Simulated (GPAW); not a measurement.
# PbSe (Clausthalite) (Fm-3m) in GPAW: settings compared, part 2 of 2

GPAW 26.7.0. Earlier steps stand in the parts before.

### Step 3. Equation of state, revPBE+D3(BJ)

run.py reads:

```python
from ase import Atoms
from ase.calculators.mixing import SumCalculator
from ase.eos import EquationOfState
from ase.io import Trajectory
from ase.units import GPa
from dftd3.ase import DFTD3
from gpaw import GPAW, PW

atoms = Atoms(['Pb', 'Se'],
              cell=[[0.0, 3.06065, 3.06065],
                    [3.06065, 0.0, 3.06065],
                    [3.06065, 3.06065, 0.0]],
              scaled_positions=[[0.0, 0.0, 0.0],
                                [0.5, 0.5, 0.5]],
              pbc=True)

traj = Trajectory('eos.traj', 'w')
volumes, energies = [], []
for x in [0.94, 0.96, 0.98, 1.0, 1.02, 1.04, 1.06]:
    a = atoms.copy()
    a.set_cell(atoms.cell * x**(1 / 3), scale_atoms=True)
    calc = GPAW(mode=PW(600),
                xc='revPBE',
                kpts={'size': (6, 6, 6), 'gamma': True},
                occupations={'name': 'fermi-dirac', 'width': 0.05},
                nbands=19,
                convergence={'density': 1e-05, 'energy': 1e-05},
                maxiter=150,
                txt=f'eos-{x:.2f}.txt')
    a.calc = SumCalculator([calc, DFTD3(method='revpbe', damping='d3bj')])
    energies.append(a.get_potential_energy())
    volumes.append(a.get_volume())
    p = -a.get_stress()[:3].mean() / GPa
    calc.write(f'eos-{x:.2f}.gpw')
    traj.write(a)
    print(f'{x:.2f} {volumes[-1]:10.4f} A^3 {energies[-1]:14.6f} eV {p:9.3f} GPa', flush=True)

v0, e0, B = EquationOfState(volumes, energies, eos='birchmurnaghan').fit()
print(f'V0 = {v0:.4f} A^3, E0 = {e0:.6f} eV, B0 = {B / GPa:.2f} GPa')
```

Potentials or basis: the program's PAW data sets (release 1.2.1) made for this functional, pw.

Command:

```console
$ OMP_NUM_THREADS=1 python run.py
```

Standard output:

```text
__  _  _
 | _ |_)|_||  |
 |__||  | ||/\| - 26.7.0

Input parameters:
  mode=PW(ecut=600.0),
  convergence={'density': 1e-05, 'energy': 1e-05},
  kpts=MonkhorstPack(size=(6, 6, 6), gamma=True),
  maxiter=150,
  nbands=19,
  occupations=Occupations(name='fermi-dirac', width=0.05),
  xc=XC(name='revPBE')

Diagonalizing LCAO Hamiltonian
Converting LCAO to pw mode

                Se

       Pb

Atoms  # Å, Bohr magnetons
|   | symbol |        x |        y |        z |    initial magnetic moments |
|---|--------|----------|----------|----------|-----------------------------|
| 0 |     Pb | 0.000000 | 0.000000 | 0.000000 | ( 0.0000,  0.0000,  0.0000) |
| 1 |     Se | 3.019285 | 3.019285 | 3.019285 | ( 0.0000,  0.0000,  0.0000) |

Unit cell  # Å
| periodic |        x |        y |        z |  lengths |    angles |
|----------|----------|----------|----------|----------|-----------|
|      yes | 0.000000 | 3.019285 | 3.019285 | 4.269914 | 60.000000 |
|      yes | 3.019285 | 0.000000 | 3.019285 | 4.269914 | 60.000000 |
|      yes | 3.019285 | 3.019285 | 0.000000 | 4.269914 | 60.000000 |

Number of symmetries: 48
Symmetry operations  # r_c * U_cc + t_c -> r_c
|    | kind |            matrix            |
|----|------|------------------------------|
|  0 |  σ   |  1, 0, 0,  1, 0,-1,  1,-1, 0 |
|  1 |  C2  |  1, 0, 0,  1,-1, 0,  1, 0,-1 |
|  2 |  E   |  1, 0, 0,  0, 1, 0,  0, 0, 1 |
|  3 |  σ   |  1, 0, 0,  0, 0, 1,  0, 1, 0 |
|  4 |  C4  |  1, 0,-1,  1, 0, 0,  1,-1, 0 |
|  5 |  S6  |  1, 0,-1,  1,-1, 0,  1, 0, 0 |
|  6 |  σ   |  1, 0,-1,  0, 1,-1,  0, 0,-1 |
|  7 |  C3  |  1, 0,-1,  0, 0,-1,  0, 1,-1 |
|  8 |  S6  |  1,-1, 0,  1, 0, 0,  1, 0,-1 |
|  9 |  C4  |  1,-1, 0,  1, 0,-1,  1, 0, 0 |
| 10 |  C3  |  1,-1, 0,  0,-1, 1,  0,-1, 0 |
| 11 |  σ   |  1,-1, 0,  0,-1, 0,  0,-1, 1 |
| 12 |  σ   |  0, 1, 0,  1, 0, 0,  0, 0, 1 |
| 13 |  C4  |  0, 1, 0,  0, 1,-1, -1, 1, 0 |
| 14 |  C3  |  0, 1, 0,  0, 0, 1,  1, 0, 0 |
| 15 |  S6  |  0, 1, 0, -1, 1, 0,  0, 1,-1 |
| 16 |  C2  |  0, 1,-1,  1, 0,-1,  0, 0,-1 |
| 17 |  σ   |  0, 1,-1,  0, 1, 0, -1, 1, 0 |
| 18 |  S4  |  0, 1,-1,  0, 0,-1,  1, 0,-1 |
| 19 |  C4  |  0, 1,-1, -1, 1, 0,  0, 1, 0 |
| 20 |  C3  |  0, 0, 1,  1, 0, 0,  0, 1, 0 |
| 21 |  σ   |  0, 0, 1,  0, 1, 0,  1, 0, 0 |
| 22 |  S6  |  0, 0, 1,  0,-1, 1, -1, 0, 1 |
| 23 |  C4  |  0, 0, 1, -1, 0, 1,  0,-1, 1 |
| 24 |  S4  |  0, 0,-1,  1, 0,-1,  0, 1,-1 |
| 25 |  C3  |  0, 0,-1,  0, 1,-1,  1, 0,-1 |
| 26 |  C2  |  0, 0,-1,  0,-1, 0, -1, 0, 0 |
| 27 |  S6  |  0, 0,-1, -1, 0, 0,  0,-1, 0 |
| 28 |  S4  |  0,-1, 1,  1,-1, 0,  0,-1, 0 |
| 29 |  C4  |  0,-1, 1,  0, 0, 1, -1, 0, 1 |
[... 96 lines left out ...]
    charge:  0.0  # [|e|]
    compensation charges:
      type: gauss
      rc: 0.27  # [Å]
      lmax: 2
    cutoffs:
      filter: 1.77  # [Å]
      core: 2.67  # [Å]
    projectors
    | kind |    occ | energy [eV] | rcut [Å] |
    |------|--------|-------------|----------|
    |   4s |  2.000 |     -17.218 |    0.847 |
    |   4p |  4.000 |      -6.473 |    1.005 |
    |    s |        |       9.994 |    0.847 |
    |    p |        |      20.738 |    1.005 |
    |    d |        |       0.000 |    0.847 |

    Using partial waves for Se as LCAO basis

Reference energy: -633393.709828  # eV

eigensolver:
  PPCG
  Converge bands: occupied
  niter=2

density mixing:
  MSR1-Mixer
  Pratt-step length: 0.05
  Maximum mixing coefficient: 0.75
  Old densities: 10
  SVD Regularization: 0.005
  Good broyden scale: 1.0
  Trust region scale: 1.0
  Backstep threshold: 4.0
  History deletion threshold: 6.0
  Fourier metric: weight=20.0, sigma=0.015

occupation numbers:
  Fermi-Dirac:
    width: 0.0500  # eV

poisson solver:
  ecut: 4800.0  # eV

xc functional:
  name: revPBE with 2 nearest neighbor stencil

convergence criteria:
- Maximum integral of absolute [dens]ity change: 1e-05 electrons / valence electron
- Maximum [total energy] change in last 3 cyles: 1e-05 eV / valence electron
- Maximum integral of absolute [eigenst]ate change: 4e-08 eV^2 / valence electron
maximum number of iterations: 150

SCF iterations
|iter     | |      energy | eigst |  dens |
|---------|-|-------------|-------|-------|
|iter:   1| |   -7.937249 | -0.21 |       |
|iter:   2| |   -7.885019 | -2.05 | -1.25 |
|iter:   3| |   -7.711883 | -1.90 | -1.30 |
|iter:   4| |   -7.714704 | -3.68 | -1.91 |
|iter:   5| |   -7.715782 | -4.19 | -2.31 |
|iter:   6| |   -7.715834 | -5.50 | -3.21 |
|iter:   7| |   -7.715841c| -6.62 | -3.72 |
|iter:   8| |   -7.715841c| -7.59c| -4.47 |
|iter:   9| |   -7.715841c| -7.75c| -5.09c|

Converged in 9 steps
Energy contributions relative to reference atoms: (reference = -633393.709828)

Energy contributions:
  Kinetic:          24.969281
  Coulomb:         -24.302321
  Zero:             -0.074849
  External:          0.000000
  Xc:               -8.307079
  Entropy:          -0.001747
  Spinorbit:         0.000000
  ----------------------------
  Free energy:      -7.716715
  Extrapolated:     -7.715841

dipole moment: (-25.507637, -25.507637, -25.507637)  # |e|*Ang

Fermi level: 6.909
Eigenvalues  # (at kpt = [0.000, 0.000, 0.000])
| band index |      eig [eV] | occ [0-2] |
|------------|---------------|-----------|
|          0 |       -10.196 |     2.000 |
|        ... |               |           |
|          2 |       -10.195 |     2.000 |
|          3 |       -10.195 |     2.000 |
|          4 |       -10.195 |     2.000 |
|          5 |        -7.175 |     2.000 |
|          6 |         0.621 |     2.000 |
|          7 |         4.659 |     2.000 |
[... 9 lines left out ...]
|         17 |        15.484 |     0.000 |
|         18 |        15.767 |     0.000 |

Gap: 0.152 eV
Transition (v -> c):
  (s=0, k=15, n=9, [0.50, 0.50, 0.50]) -> (s=0, k=15, n=10, [0.50, 0.50, 0.50])
No difference between direct/indirect transitions

Stress tensor  # eV/Ang^3
|         x |         y |         z |
|-----------|-----------|-----------|
| -0.037280 |  0.000000 |  0.000000 |
|  0.000000 | -0.037280 | -0.000000 |
|  0.000000 | -0.000000 | -0.037280 |

# Writing to eos-0.96.gpw (mode='')
```

Wall time 61 s (1 thread of Arm Neoverse V2, shared host); peak memory 0.28 GiB.

What came out:

* Equilibrium volume: 28.38 Å³/atom
* Bulk modulus: 50 GPa
* Pressure derivative of the bulk modulus: 4.6 (rough: it moves with the points fitted)

Energy against volume, from the lowest point:
| volume (Å³/atom) | energy (meV/atom) |
| --- | --- |
| 26.951 | 12.07 |
| 27.524 | 3.95 |
| 28.097 | 0.04 |
| 28.671 | 0.00 |
| 29.244 | 3.45 |
| 29.818 | 10.02 |
| 30.391 | 19.20 |

Spin-orbit coupling is left out, which matters for the levels of Pb.

### Step 4. Comparison with measurements

Step 2. Against the measured gap of PbSe, 0.15 eV (direct; 4.2 K; a printed reference work, monograph), the calculated 0.32 eV is off by +0.17 eV. 2 values of this kind are on record (0.15 to 0.28 eV); this one was drawn at random. The value is that of revTPSS on a finite k mesh, which can miss the band edges, without temperature or zero-point motion.

Step 3. The cell as given is a measured one (28.67 Å³/atom); revPBE+D3(BJ) puts the equilibrium volume -1.0 % from it, thermal expansion not counted.
